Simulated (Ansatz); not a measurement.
Structure: SnTe on the sites of rhombohedral GeTe (relaxed group R3m), at its r2SCAN minimum. Space group R3m (No. 160), trigonal; conventional cell a = 4.490 Å, c = 11.378 Å, 33.11 Å³ an atom. Around Sn lie 6 Te at 3.05–3.39 Å; around Te lie 6 Sn at 3.05–3.39 Å.

```xyz
2
Lattice="2.2450 1.2961 3.7925 -2.2450 1.2961 3.7925 0.0000 -2.5923 3.7925" Properties=species:S:1:pos:R:3 pbc="T T T"
Sn    0.0000    0.0000   11.3544
Te    0.0000    0.0000    5.9509
```

The questions ask for values computed with Ansatz on this geometry. Note: simulated data, non-magnetic, for a generated structure that need not be the stable one.

Given (8×8×8 mesh): The r2SCAN gap is direct at L: 0.44 eV.

Task: Estimate the gap with PBE on 8×8×8.

Result: The PBE gap is direct at L: 0.35 eV. The gap differs by -0.09 eV from r2SCAN's.

Task: What does HSE06 give for the gap (6×6×6 mesh)?

Result: With HSE06 the gap is 0.55 eV and direct, at L. The gap differs by +0.11 eV from r2SCAN's.

Task: What do these levels agree on?

Result: r2SCAN covers 47 % of the step from PBE to HSE06. Among these functionals the gap stays direct.
